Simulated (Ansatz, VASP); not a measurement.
**Si2W: VASP beside Ansatz**

File POSCAR:

```
Si2W
1.0
   -1.6069000000      1.6069000000      3.9149500000
    1.6069000000     -1.6069000000      3.9149500000
    1.6069000000      1.6069000000     -3.9149500000
Si W
2 1
Direct
    0.3347000000      0.3347000000      0.0000000000
    0.6653000000      0.6653000000      0.0000000000
    0.0000000000      0.0000000000      0.0000000000
```

INCAR.step1

```
PREC = Accurate
ENCUT = 520
ISMEAR = 0
SIGMA = 0.1
LREAL = False
LASPH = True
NELM = 60
NBANDS = 18
GGA = PE
ALGO = Normal
EDIFF = 1E-4
LWAVE = True
LCHARG = False
```

File INCAR.step2:

```
PREC = Accurate
ENCUT = 520
EDIFF = 1E-7
ISMEAR = 0
SIGMA = 0.1
LREAL = False
LASPH = True
NELM = 60
ALGO = Normal
ISIF = 2
LWAVE = False
LCHARG = False
METAGGA = R2SCAN
LMIXTAU = True
NBANDS = 18
ISTART = 1
```

File KPOINTS:

```
Automatic mesh
0
Gamma
  8 8 8
```

Input for Ansatz:

```yaml
crystal:
  lattice:
    - [-1.6069, 1.6069, 3.91495]
    - [1.6069, -1.6069, 3.91495]
    - [1.6069, 1.6069, -3.91495]
  atoms:
    - { symbol: Si, position: [0.3347, 0.3347, 0.0] }
    - { symbol: Si, position: [0.6653, 0.6653, 0.0] }
    - { symbol: W, position: [0.0, 0.0, 0.0] }
basis:
  ecutwfc: 500
kpoints:
  mp_grid: { grid: [8, 8, 8] }
hamiltonian:
  xc: r2scan
scf:
  occupations: { method: gaussian, width: 0.1 }
output:
  forces: true
  stress: true
  eigenvalues: true
```

Alike in both runs: task single point; functional r2SCAN; k mesh 8 × 8 × 8; occupations gaussian, width 0.1 eV; no spin polarisation.

|  | VASP | Ansatz |
| --- | --- | --- |
| version | VASP 6.6.1 | Ansatz 0.2.0 |
| potentials or method | VASP PAW PBE potentials, release 64 (Si, W_sv) | scalar-relativistic, plane waves, PAW |
| plane-wave cutoff (eV) | 520 | 500 |
| valence electrons in the cell | 22 | 22 |

```csv
,VASP,Ansatz,Ansatz less VASP
gap on the k mesh at the Fermi level (eV),none,none,-
pressure (GPa),-1.0,-1.2,-0.25
largest component of the traceless stress (GPa),1.27,1.10,-0.175
rms of the force components (eV/Å),0.031,0.035,+0.0040
```

Atom by atom the forces differ by 0.004 eV/Å (rms over components). A gap of «none» marks a metal or a gap that the smearing closes.

Caveats: the PAW data sets were made with another functional, which shifts forces and pressure a little (VASP). Spin-orbit coupling is left out, which matters for the levels of W.
